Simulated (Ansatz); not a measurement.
Relaxed (001) slab cut from WC (space group P-6m2 (No. 187)); the slab's formula is W4C5, its outer planes C (top) and C (bottom):

```
CELL_PARAMETERS angstrom
2.89841 0.00000 0.00000
-1.44921 2.51010 0.00000
0.00000 0.00000 26.31045
ATOMIC_POSITIONS crystal
C 0.66667 0.33333 0.29515
W 0.00000 0.00000 0.33667
C 0.66667 0.33333 0.39374
W 0.00000 0.00000 0.44615
C 0.66667 0.33333 0.50000
W 0.00000 0.00000 0.55385
C 0.66667 0.33333 0.60626
W 0.00000 0.00000 0.66333
C 0.66667 0.33333 0.70485
```

Computed with DFT PBEsol, scalar-relativistic, plane waves, PAW in Ansatz 0.2.0. Cutoff 420 eV; k points 12×12×1 on the computed 9-atom cell (Γ-centred); Gaussian smearing, width 0.10 eV; no spin polarisation. A dipole correction removes the field between periodic images along c.

The potential is the smooth part; its values at the atoms depend on the PAW datasets.

Problem. How does the plane-averaged electrostatic potential energy of an electron run along c, counted from the Fermi level?

Solution. z (Å), V (eV) and a bar:
```
     2.92       6.29 ##############################
     3.22       6.29 ##############################
     3.51       6.29 ##############################
     3.80       6.29 ##############################
     4.09       6.29 ##############################
     4.39       6.29 ##############################
     4.68       6.29 ##############################
     4.97       6.29 ##############################
     5.26       6.28 ##############################
     5.55       6.27 ##############################
     5.85       6.24 ##############################
     6.14       6.15 ##############################
     6.43       5.91 ##############################
     6.72       5.27 #############################
     7.02       3.60 ###########################
     7.31      -1.02 ######################
     7.60      -7.57 ###############
     7.89     -11.33 ###########
     8.19     -13.83 ########
     8.48     -18.02 ####
     8.77     -21.62
     9.06     -20.35 #
     9.35     -14.33 ########
     9.65      -7.23 ###############
     9.94      -5.88 #################
    10.23      -8.76 ##############
    10.52      -8.87 ##############
    10.82      -7.25 ###############
    11.11     -11.04 ###########
    11.40     -17.78 ####
    11.69     -21.28
    11.99     -19.35 ##
    12.28     -13.07 #########
    12.57      -7.14 ################
    12.86      -7.63 ###############
    13.16      -9.42 #############
    13.45      -7.63 ###############
    13.74      -7.14 ################
    14.03     -13.07 #########
    14.32     -19.35 ##
    14.62     -21.28
    14.91     -17.78 ####
    15.20     -11.04 ###########
    15.49      -7.25 ###############
    15.79      -8.87 ##############
    16.08      -8.76 ##############
    16.37      -5.88 #################
    16.66      -7.23 ###############
    16.96     -14.33 ########
    17.25     -20.35 #
    17.54     -21.62
    17.83     -18.02 ####
    18.12     -13.83 ########
    18.42     -11.33 ###########
    18.71      -7.57 ###############
    19.00      -1.02 ######################
    19.29       3.60 ###########################
    19.59       5.27 #############################
    19.88       5.91 ##############################
    20.17       6.15 ##############################
    20.46       6.24 ##############################
    20.76       6.27 ##############################
    21.05       6.28 ##############################
    21.34       6.29 ##############################
    21.63       6.29 ##############################
    21.93       6.29 ##############################
    22.22       6.29 ##############################
    22.51       6.29 ##############################
    22.80       6.29 ##############################
    23.09       6.29 ##############################
    23.39       6.29 ##############################
```

The vacuum level lies 6.29 eV above the Fermi level.

Spin-orbit coupling is left out, which matters for the bands of heavy elements.